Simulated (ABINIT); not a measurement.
# HfO2 (Fm-3m) in ABINIT: settings compared

Aim: see how the results for HfO2 move with the level of theory and the settings. Levels: LDA, PBE. Tasks: single point.

All numbers are computed with ABINIT 10.8.3 (patched build); they aren't measurements. Logs are shortened: lines on timing, memory, paths and dates and some standing lists are left out, and cuts for length are marked. The log counts tension as positive stress, the text compression.

## 1. The structure

It takes space group Fm-3m (No. 225, cubic). Conventional cell: a = 5.115 Å, b = 5.115 Å, c = 5.115 Å, α = 90.00°, β = 90.00°, γ = 90.00°. Around Hf (site symmetry m-3m) lie 8 O at 2.21 Å. Around O (site symmetry -43m) lie 4 Hf at 2.21 Å.

Measurements of this composition are mostly on another form, of space group No. 14.

## 2. Single point, LDA

Contents of run.abi:

```
pp_dirpath "./"
pseudos "Hf.upf, O.upf"

acell 3*1.0 Angstrom
rprim
     0.0000000000     2.5575000000     2.5575000000
     2.5575000000     0.0000000000     2.5575000000
     2.5575000000     2.5575000000     0.0000000000
ntypat 2
znucl 72 8
natom 3
typat 1 2 2
xred
     0.0000000000     0.0000000000     0.0000000000
     0.7500000000     0.7500000000     0.7500000000
     0.2500000000     0.2500000000     0.2500000000

ecut 952.398519 eV

kptopt 1
ngkpt 7 7 7
nshiftk 1
shiftk 0.0 0.0 0.0

ixc 7

nband 16
occopt 3
tsmear 0.00183747

nstep 100
tolvrs 1.0e-10

iomode 3
prtwf 0
prtden 0
prteig 0
prtebands 0
enunit 2
```

Potentials or basis: PseudoDojo NC SR LDA v0.4.1 standard.

Started as:

```bash
abinit run.abi > log 2>&1
```

run.abo:

```text
.Version 10.8.3 of ABINIT
 Symmetries : space group Fm -3 m (#225); Bravais cF (face-center cubic)
================================================================================
 Values of the parameters that define the memory need of the present run
     intxc =       0    ionmov =       0      iscf =       7    lmnmax =       8
     lnmax =       8     mgfft =      40  mpssoang =       4    mqgrid =    3001
     natom =       3  nloc_mem =       1    nspden =       1   nspinor =       1
    nsppol =       1      nsym =      48    n1xccc =    2501    ntypat =       2
    occopt =       3   xclevel =       1
       mpw =        2247          nfft =       64000          nkpt =          20
================================================================================
================================================================================

--------------------------------------------------------------------------------
------------- Echo of variables that govern the present computation ------------
--------------------------------------------------------------------------------
 -outvars: echo values of preprocessed input variables --------
            acell      1.8897261259E+00  1.8897261259E+00  1.8897261259E+00 Bohr
              amu      1.78490000E+02  1.59994000E+01
             ecut      3.50000000E+01 Hartree
           enunit           2
              ixc           7
         kptrlatt        7    0    0      0    7    0      0    0    7
          kptrlen      4.78440073E+01
            natom           3
            nband          16
            ngfft          40      40      40
             nkpt          20
            nstep         100
             nsym          48
           ntypat           2
           occopt           3
           prtden           0
        prtebands           0
           prteig           0
            prtwf           0
            rprim      0.0000000000E+00  2.5575000000E+00  2.5575000000E+00
                       2.5575000000E+00  0.0000000000E+00  2.5575000000E+00
                       2.5575000000E+00  2.5575000000E+00  0.0000000000E+00
          spgroup         225
           tolvrs      1.00000000E-10
           tsmear      1.83747000E-03 Hartree
            typat      1  2  2
           xangst      0.0000000000E+00  0.0000000000E+00  0.0000000000E+00
                       3.8362500000E+00  3.8362500000E+00  3.8362500000E+00
                       1.2787500000E+00  1.2787500000E+00  1.2787500000E+00
            xcart      0.0000000000E+00  0.0000000000E+00  0.0000000000E+00
                       7.2494618505E+00  7.2494618505E+00  7.2494618505E+00
                       2.4164872835E+00  2.4164872835E+00  2.4164872835E+00
             xred      0.0000000000E+00  0.0000000000E+00  0.0000000000E+00
                       7.5000000000E-01  7.5000000000E-01  7.5000000000E-01
                       2.5000000000E-01  2.5000000000E-01  2.5000000000E-01
            znucl       72.00000    8.00000

================================================================================

 chkinp: Checking input parameters for consistency.

================================================================================
== DATASET  1 ==================================================================

--- !DatasetInfo
iteration_state: {dtset: 1, }
dimensions: {natom: 3, nkpt: 20, mband: 16, nsppol: 1, nspinor: 1, nspden: 1, mpw: 2247, }
cutoff_energies: {ecut:  35.0, pawecutdg:  -1.0, }
electrons: {nelect:   2.40000000E+01, charge:   0.00000000E+00, occopt:   3.00000000E+00, tsmear:   1.83747000E-03, }
meta: {optdriver: 0, ionmov: 0, optcell: 0, iscf: 7, paral_kgb: 0, }
...

 Exchange-correlation functional for the present dataset will be:
  LDA: Perdew-Wang 92 LSD fit to Ceperley-Alder data - ixc=7
  J.P.Perdew and Y.Wang, PRB 45, 13244 (1992)

 Real(R)+Recip(G) space primitive vectors, cartesian coordinates (Bohr,Bohr^-1):
 R(1)=  0.0000000  4.8329746  4.8329746  G(1)= -0.1034560  0.1034560  0.1034560
 R(2)=  4.8329746  0.0000000  4.8329746  G(2)=  0.1034560 -0.1034560  0.1034560
 R(3)=  4.8329746  4.8329746  0.0000000  G(3)=  0.1034560  0.1034560 -0.1034560
 Unit cell volume ucvol=  2.2577379E+02 bohr^3
 Angles (23,13,12)=  6.00000000E+01  6.00000000E+01  6.00000000E+01 degrees

 getcut: wavevector=  0.0000  0.0000  0.0000  ngfft=  40  40  40
         ecut(hartree)=     35.000   => boxcut(ratio)=   2.19751

--- Pseudopotential description ------------------------------------------------
- pspini: atom type   1  psp file is ./Hf.upf
12 -1012 3 -1 1618                            pspcod,pspxc,lmax,lloc,mmax
     nproj     2     2     2     2

- pspini: atom type   2  psp file is ./O.upf
12 -1012 2 -1 926                             pspcod,pspxc,lmax,lloc,mmax
     nproj     2     2     1     0

   8.27749700E+02                                ecore*ucvol(ha*bohr**3)
--------------------------------------------------------------------------------

================================================================================

--- !BeginCycle
iteration_state: {dtset: 1, }
solver: {iscf: 7, nstep: 100, nline: 4, wfoptalg: 0, }
tolerances: {tolvrs: 1.00E-10, }
...

     iter   Etot(hartree)      deltaE(h)  residm     vres2
 ETOT  1  -89.388342806546    -8.939E+01 1.057E-01 1.323E+03
 ETOT  2  -89.082314098366     3.060E-01 2.741E-02 2.404E+03
 ETOT  3  -89.691263997835    -6.089E-01 1.104E-02 4.678E+01
 ETOT  4  -89.701106255319    -9.842E-03 5.307E-03 2.954E-01
 ETOT  5  -89.701133172223    -2.692E-05 6.358E-04 2.256E-01
 ETOT  6  -89.701172372859    -3.920E-05 1.110E-03 3.247E-03
 ETOT  7  -89.701173314812    -9.420E-07 2.522E-04 2.949E-04
 ETOT  8  -89.701173363359    -4.855E-08 4.491E-04 3.344E-07
 ETOT  9  -89.701173363394    -3.448E-11 1.060E-04 1.276E-07
 ETOT 10  -89.701173363415    -2.133E-11 1.658E-04 6.462E-10
 ETOT 11  -89.701173363415    -5.684E-14 6.742E-05 2.245E-12

 At SCF step   11       vres2   =  2.25E-12 < tolvrs=  1.00E-10 =>converged.

 Cartesian components of stress tensor (hartree/bohr^3)
  sigma(1 1)=  8.02589865E-04  sigma(3 2)=  0.00000000E+00
  sigma(2 2)=  8.02589865E-04  sigma(3 1)=  0.00000000E+00
  sigma(3 3)=  8.02589865E-04  sigma(2 1)=  0.00000000E+00

--- !ResultsGS
iteration_state: {dtset: 1, }
comment   : Summary of ground state results
lattice_vectors:
- [  0.0000000,   4.8329746,   4.8329746, ]
- [  4.8329746,   0.0000000,   4.8329746, ]
- [  4.8329746,   4.8329746,   0.0000000, ]
lattice_lengths: [   6.83486,    6.83486,    6.83486, ]
lattice_angles: [ 60.000,  60.000,  60.000, ] # degrees, (23, 13, 12)
lattice_volume:   2.2577379E+02
convergence: {deltae: -5.684E-14, res2:  2.245E-12, residm:  6.742E-05, diffor: null, }
etotal    :  -8.97011734E+01
entropy   :   0.00000000E+00
fermie    :   3.54395976E-01
cartesian_stress_tensor: # hartree/bohr^3
- [  8.02589865E-04,   0.00000000E+00,   0.00000000E+00, ]
- [  0.00000000E+00,   8.02589865E-04,   0.00000000E+00, ]
- [  0.00000000E+00,   0.00000000E+00,   8.02589865E-04, ]
pressure_GPa:  -2.3613E+01
xred      :
- [  0.0000E+00,   0.0000E+00,   0.0000E+00, Hf]
- [  7.5000E-01,   7.5000E-01,   7.5000E-01,  O]
- [  2.5000E-01,   2.5000E-01,   2.5000E-01,  O]
cartesian_forces: # hartree/bohr
- [ -0.00000000E+00,  -0.00000000E+00,  -0.00000000E+00, ]
- [ -0.00000000E+00,  -0.00000000E+00,  -0.00000000E+00, ]
- [ -0.00000000E+00,  -0.00000000E+00,  -0.00000000E+00, ]
force_length_stats: {min:   0.00000000E+00, max:   0.00000000E+00, mean:   0.00000000E+00, }
...

 Integrated electronic density in atomic spheres:
 ------------------------------------------------
 Atom  Sphere_radius  Integrated_density
    1        2.00000          8.28088469
    2        2.00000          6.30718949
    3        2.00000          6.30718949
================================================================================

 ----iterations are completed or convergence reached----

 Mean square residual over all n,k,spin=   10.900E-07; max=  67.424E-06
 reduced coordinates (array xred) for    3 atoms
       0.000000000000      0.000000000000      0.000000000000
       0.750000000000      0.750000000000      0.750000000000
       0.250000000000      0.250000000000      0.250000000000
 rms dE/dt=  0.0000E+00; max dE/dt=  0.0000E+00; dE/dt below (all hartree)
    1       0.000000000000      0.000000000000      0.000000000000
    2       0.000000000000      0.000000000000      0.000000000000
    3       0.000000000000      0.000000000000      0.000000000000

 cartesian coordinates (angstrom) at end:
    1      0.00000000000000     0.00000000000000     0.00000000000000
    2      3.83625000000000     3.83625000000000     3.83625000000000
    3      1.27875000000000     1.27875000000000     1.27875000000000

 cartesian forces (hartree/bohr) at end:
    1     -0.00000000000000    -0.00000000000000    -0.00000000000000
    2     -0.00000000000000    -0.00000000000000    -0.00000000000000
    3     -0.00000000000000    -0.00000000000000    -0.00000000000000
 frms,max,avg= 0.0000000E+00 0.0000000E+00   0.000E+00  0.000E+00  0.000E+00 h/b

 cartesian forces (eV/Angstrom) at end:
    1     -0.00000000000000    -0.00000000000000    -0.00000000000000
    2     -0.00000000000000    -0.00000000000000    -0.00000000000000
    3     -0.00000000000000    -0.00000000000000    -0.00000000000000
 frms,max,avg= 0.0000000E+00 0.0000000E+00   0.000E+00  0.000E+00  0.000E+00 e/A
 length scales=  1.889726125908  1.889726125908  1.889726125908 bohr
              =  1.000000000000  1.000000000000  1.000000000000 angstroms
 Fermi (or HOMO) energy (hartree) =   0.35440   Average Vxc (hartree)=  -0.46184
 Eigenvalues (hartree) for nkpt=  20  k points:
 kpt#   1, nband= 16, wtk=  0.00292, kpt=  0.0000  0.0000  0.0000 (reduced coord)
  -1.97766   -0.81930   -0.81930   -0.81930   -0.40087   -0.28856    0.07797    0.07797
   0.07797    0.24818    0.24818    0.24818    0.40595    0.40595    0.47199    0.64030
      occupation numbers for kpt#   1
   2.00000    2.00000    2.00000    2.00000    2.00000    2.00000    2.00000    2.00000
   2.00000    2.00000    2.00000    2.00000    0.00000    0.00000    0.00000    0.00000
 prteigrs : prtvol=0 or 1, do not print more k-points.

 Fermi (or HOMO) energy (eV) =   9.64361   Average Vxc (eV)= -12.56718
 Eigenvalues (   eV  ) for nkpt=  20  k points:
 kpt#   1, nband= 16, wtk=  0.00292, kpt=  0.0000  0.0000  0.0000 (reduced coord)
 -53.81500  -22.29420  -22.29420  -22.29420  -10.90819   -7.85208    2.12159    2.12159
   2.12159    6.75333    6.75333    6.75333   11.04659   11.04659   12.84364   17.42336
 prteigrs : prtvol=0 or 1, do not print more k-points.

--- !EnergyTerms
iteration_state     : {dtset: 1, }
comment             : Components of total free energy in Hartree
kinetic             :  3.65152719619858E+01
hartree             :  1.39381354715476E+01
xc                  : -2.24196623567434E+01
Ewald energy        : -6.72333630699203E+01
psp_core            :  3.66627896583652E+00
local_psp           : -5.13356877192157E+01
non_local_psp       : -2.83214661690542E+00
internal            : -8.97011733634149E+01
'-kT*entropy'       : -5.96377284494610E-16
total_energy        : -8.97011733634149E+01
total_energy_eV     : -2.44089327510959E+03
band_energy         : -8.28409542623175E+00
...

 Cartesian components of stress tensor (hartree/bohr^3)
  sigma(1 1)=  8.02589865E-04  sigma(3 2)=  0.00000000E+00
  sigma(2 2)=  8.02589865E-04  sigma(3 1)=  0.00000000E+00
  sigma(3 3)=  8.02589865E-04  sigma(2 1)=  0.00000000E+00

-Cartesian components of stress tensor (GPa)         [Pressure= -2.3613E+01 GPa]
- sigma(1 1)=  2.36130091E+01  sigma(3 2)=  0.00000000E+00
- sigma(2 2)=  2.36130091E+01  sigma(3 1)=  0.00000000E+00
- sigma(3 3)=  2.36130091E+01  sigma(2 1)=  0.00000000E+00

== END DATASET(S) ==============================================================
================================================================================

 -outvars: echo values of variables after computation  --------
            acell      1.8897261259E+00  1.8897261259E+00  1.8897261259E+00 Bohr
           etotal     -8.9701173363E+01
            fcart     -0.0000000000E+00 -0.0000000000E+00 -0.0000000000E+00
                      -0.0000000000E+00 -0.0000000000E+00 -0.0000000000E+00
                      -0.0000000000E+00 -0.0000000000E+00 -0.0000000000E+00
            rprim      0.0000000000E+00  2.5575000000E+00  2.5575000000E+00
                       2.5575000000E+00  0.0000000000E+00  2.5575000000E+00
                       2.5575000000E+00  2.5575000000E+00  0.0000000000E+00
           strten      8.0258986532E-04  8.0258986532E-04  8.0258986532E-04
                       0.0000000000E+00  0.0000000000E+00  0.0000000000E+00
           xangst      0.0000000000E+00  0.0000000000E+00  0.0000000000E+00
                       3.8362500000E+00  3.8362500000E+00  3.8362500000E+00
                       1.2787500000E+00  1.2787500000E+00  1.2787500000E+00
             xred      0.0000000000E+00  0.0000000000E+00  0.0000000000E+00
                       7.5000000000E-01  7.5000000000E-01  7.5000000000E-01
                       2.5000000000E-01  2.5000000000E-01  2.5000000000E-01
 Calculation completed.
```

Run time: 22 s. Hardware: 1 thread of Intel Xeon 6975P-C (Granite Rapids), shared host; peak memory 0.08 GiB.

What came out:

| Property | Result |
| --- | --- |
| Free energy | -2440.8933 eV |
| Band gap on the k mesh | 3.74 eV, indirect (least direct gap 3.92 eV) |
| Valence electrons inside the program's atomic spheres | Hf 8.28; O 6.31 |

Caveat: the cutoff is too short for stress, so the log's stress isn't used; spin-orbit coupling is left out, which moves the levels of the heavy elements; an odd mesh through Γ misses points on the zone boundary, where band edges often lie.

(Continued in part 2 of 2.)
